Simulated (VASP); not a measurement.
Input of a VASP 6.6.1 run:

File INCAR:

```
  PREC = Accurate
  ENCUT = 500
  EDIFF = 1E-6
  ISMEAR = 0
  SIGMA = 0.02
  LREAL = False
  LASPH = True
  NELM = 60
  ALGO = Normal
  ISIF = 2
  LWAVE = False
  LCHARG = False
  GGA = PE
```

File KPOINTS:

```
regular mesh
0
Gamma
  8 8 8
```

Contents of POSCAR:

```
Sb
1.0
   -1.5765401831      1.5765401831      2.7119384313
    1.5765401831     -1.5765401831      2.7119384313
    1.5765401831      1.5765401831     -2.7119384313
Sb
1
Direct
    0.0000000000      0.0000000000      0.0000000000
```

Potentials or basis: VASP PAW PBE potentials, release 64 (Sb_d_GW).

Run with:

```console
$ cat potpaw_PBE.64/Sb_d_GW/POTCAR > POTCAR
$ mpirun -np 1 vasp_std > vasp.out
```

Problem. What does it give for the band gap on the k mesh?

Solution. None (metal or under the smearing width).

Problem. What does it give for the pressure?

Solution. 1.5 GPa.

Stress tensor (GPa, compression positive):
```
1.38 0.00 0.00
0.00 1.38 0.00
0.00 0.00 1.87
```

Spin-orbit coupling is left out, which matters for the levels of Sb.
